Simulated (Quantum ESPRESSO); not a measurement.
Crystal: CuO.

```
Cu O
1.0
     0.00000    2.32725    2.32725
     2.32725    0.00000    2.32725
     2.32725    2.32725    0.00000
Cu O
1 1
Direct
  0.00000 0.00000 0.00000
  0.25000 0.25000 0.25000
```

Measurements of this composition are mostly on another form, of space group No. 15.

Base run:

```yaml
Program: Quantum ESPRESSO 7.5
Functional: PBE
Potentials_or_basis: SSSP 1.3 efficiency PBE
Cutoff: 748 eV
Density_cutoff: 5987 eV
k_mesh: 10 × 10 × 10
Occupations: fermi-dirac, width 0.05 eV
Spin: no spin polarisation
Hubbard_terms: Cu d U = 6 eV
```

Its results: band gap on the k mesh none (metal or under the smearing width); pressure -7.4 GPa.

Problem. The run is repeated on the same cell with these changes: hubbard terms from Cu d U = 6 eV to none. What comes out?

Solution. Band gap on the k mesh none (metal or under the smearing width); pressure -9.8 GPa.

Caveats: an odd number of electrons without spin polarisation forces a metal; a magnetic or distorted state may lie lower; the run has no spin polarisation, though such a crystal can be magnetic; U without spin polarisation on a metal has little footing (some runs); semilocal functionals often make such compounds metallic where correlation or magnetic order opens a gap, which also shifts bond lengths (some runs).
